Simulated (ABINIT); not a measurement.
Crystal: As.

```
As
1.0
     1.82500   -5.50000    0.00000
     1.82500    5.50000    0.00000
     0.00000    0.00000    4.47000
As
4
Direct
  0.39000 0.61000 0.56000
  0.89000 0.11000 0.94000
  0.61000 0.39000 0.44000
  0.11000 0.89000 0.06000
```

This isn't the form of As at room conditions, which is rhombohedral.

| Property | Result |
| --- | --- |
| Program | ABINIT 10.8.3 (patched build) |
| Task | relaxation of cell and atoms |
| Functional | r2SCAN |
| Potentials or basis | JTH PAW PBE v2.0 |
| Cutoff | 490 eV |
| k mesh | 4 × 4 × 3 |
| Occupations | fermi-dirac, width 0.05 eV |
| Spin | no spin polarisation |

At the start: pressure 1.5 GPa; volume 22.43 Å³/atom.

Q: How do energy, volume and symmetry change on relaxing?

A: Over 19 steps the energy falls by 13.9 meV/atom and the volume is 24.29 Å³/atom (+8.3 %); space group Cmce (No. 64, to 0.05 Å).

The path:
| step | energy change (eV) | largest force (eV/Å) | pressure (GPa) | volume (Å³) |
| --- | --- | --- | --- | --- |
| 1 | 0.0000 | 0.3737 | 1.53 | 89.74 |
| 2 | -0.0110 | 0.3025 | 1.26 | 90.15 |
| 3 | -0.0340 | 0.1745 | 0.30 | 92.02 |
| 4 | -0.0361 | 0.1680 | 0.18 | 92.36 |
| 5 | -0.0410 | 0.1071 | 0.00 | 93.25 |
| 6 | -0.0427 | 0.0521 | 0.05 | 93.58 |
| 7 | -0.0440 | 0.0169 | 0.11 | 93.88 |
| 8 | -0.0455 | 0.0571 | 0.19 | 94.40 |
| 9 | -0.0473 | 0.1040 | 0.21 | 95.19 |
| 10 | -0.0504 | 0.1210 | 0.18 | 96.10 |
| 11 | -0.0545 | 0.0720 | 0.06 | 97.56 |
| 12 | -0.0550 | 0.0288 | 0.01 | 97.49 |
| 13 | -0.0551 | 0.0142 | -0.03 | 97.38 |
| 14 | -0.0551 | 0.0070 | -0.02 | 97.24 |
| 15 | -0.0552 | 0.0029 | -0.01 | 97.14 |
| 16 | -0.0554 | 0.0120 | 0.02 | 96.94 |
| 17 | -0.0555 | 0.0137 | 0.07 | 96.83 |
| 18 | -0.0556 | 0.0106 | 0.08 | 96.95 |
| 19 | -0.0557 | 0.0084 | 0.05 | 97.17 |

Final structure:
```xyz
4
Lattice="1.8427 -5.6402 0.0000 1.8427 5.6402 0.0000 0.0000 0.0000 4.6746" Properties=species:S:1:pos:R:3 pbc="T T T"
As    1.8427    1.1958    2.6757
As    1.8427   -4.4444    4.3361
As    1.8427   -1.1958    1.9988
As    1.8427    4.4444    0.3384
```

Caveat: the k mesh is coarse (spacing up to 0.47 Å⁻¹), so the values aren't converged; the PAW data sets were made with another functional, which shifts forces and pressure a little.
